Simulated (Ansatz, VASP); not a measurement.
Hg: VASP beside Ansatz

File INCAR:

```
SYSTEM = Hg
ALGO     = Normal         ! electronic algorithm
EDIFF    = 1E-7           ! SCF threshold, eV
ENCUT    = 520            ! plane-wave cutoff, eV
GGA      = PE             ! functional
ISIF     = 2              ! what is computed and relaxed
ISMEAR   = -1             ! smearing method
LASPH    = .True.         ! aspherical terms in the spheres
LCHARG   = .False.        ! write CHGCAR
LREAL    = .False.        ! projectors in reciprocal space
LWAVE    = .False.        ! write WAVECAR
NBANDS   = 25             ! bands
NELM     = 80             ! most SCF steps
PREC     = Accurate       ! precision mode
SIGMA    = 0.05           ! smearing width, eV
```

Contents of KPOINTS:

```
k-points
0
Gamma
  9 9 4
  0 0 0
```

The input POSCAR:

```
Hg
1.0
    3.3856833812      0.0000000000      0.0000000000
   -1.5010165733      3.1364665873      0.0000000000
   -0.9771249421     -1.4247043593      8.2798771676
Hg
3
Direct
    0.0000000000      0.0000000000      0.0000000000
    0.4139298800      0.2585777100      0.6647421900
    0.5860701200      0.7414222900      0.3352578100
```

File input.yaml:

```yaml
crystal:
  lattice:
    - [3.3856833812, 0.0, 0.0]
    - [-1.5010165733, 3.1364665873, 0.0]
    - [-0.9771249421, -1.4247043593, 8.2798771676]
  atoms:
    - { symbol: Hg, position: [0.0, 0.0, 0.0] }
    - { symbol: Hg, position: [0.41392988, 0.25857771, 0.66474219] }
    - { symbol: Hg, position: [0.58607012, 0.74142229, 0.33525781] }
hamiltonian:
  xc: pbe
  pseudopotentials: { kind: paw }
kpoints:
  mp_grid: { grid: [9, 9, 4] }
scf:
  occupations: { method: fermi_dirac, width: 0.05 }
output:
  forces: true
  stress: true
  eigenvalues: true
```

Change from the starting cell: volume scaled by 1.06.

Alike in both runs: task single point; functional PBE; k mesh 9 × 9 × 4; occupations fermi-dirac, width 0.05 eV; no spin polarisation.

```csv
,VASP,Ansatz
version,VASP 6.6.1,Ansatz 0.2.0
potentials or method,"VASP PAW PBE potentials, release 64 (Hg)",Ansatz PAW
plane-wave cutoff (eV),520,420
valence electrons in the cell,36,60
```

|  | VASP | Ansatz | Ansatz less VASP |
| --- | --- | --- | --- |
| gap on the k mesh at the Fermi level (eV) | none | none | - |
| pressure (GPa) | 0.4 | 0.3 | -0.08 |
| largest component of the traceless stress (GPa) | 0.11 | 0.10 | -0.017 |
| rms of the force components (eV/Å) | 0.005 | 0.005 | +0.0004 |

Atom by atom the forces differ by 0.000 eV/Å (rms over components). A gap of «none» marks a metal or a gap that the smearing closes. The two sets of potentials don't hold the same shells in valence.

The runs have no spin-orbit coupling, so splittings on Hg are missing.
